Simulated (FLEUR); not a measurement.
Runs of FLEUR MaX-R8.1 (patched build s14) on KBr. All rows change the cell; the cell of one of them follows. The typed cell holds 2 atoms: a = 4.603 Å, b = 4.707 Å, c = 4.672 Å, α = 59.94°, β = 60.35°, γ = 60.29°. 

```tsv
task	level	spin	cell	k mesh	smearing	inpgen profile	gmax	lmax	kmax	gap on the mesh (eV)	moment (μB)
band structure	RPBE	collinear, ferromagnetic start	cell strained at random at fixed volume	5 × 5 × 5	fermi-dirac 0.1 eV	fastHighL	11.8 1/bohr	Br 11, K 11	3.8 1/bohr	5.02	0.00
band structure	LDA	collinear, ferromagnetic start	cell strained at random at fixed volume	5 × 5 × 5	fermi-dirac 0.1 eV	moderate	22.5 1/bohr	Br 10, K 10	4.5 1/bohr	3.99	0.00
single point	LDA	off	cell strained at random at fixed volume	5 × 5 × 5	fermi-dirac 0.1 eV	fast	20 1/bohr	Br 7, K 7	4 1/bohr	4.01	-
single point	PBE	collinear, random start	volume scaled by 0.8	7 × 7 × 7	fermi-dirac 0.1 eV	fast	20 1/bohr	Br 7, K 7	4 1/bohr	(a)	0.00
single point	LDA	off	volume scaled by 1.25	7 × 7 × 7	fermi-dirac 0.02 eV	fastHighL	11.8 1/bohr	Br 11, K 11	3.8 1/bohr	3.55	-
```

Alike in all rows: potentials or basis all-electron, FLAPW.

Question: Estimate the missing entries.

Answer: (a) 5.13.

Caveats: an odd mesh through Γ misses points on the zone boundary, where band edges often lie (some runs).

A k mesh can miss the band edges, and the runs leave out spin-orbit coupling on Br.
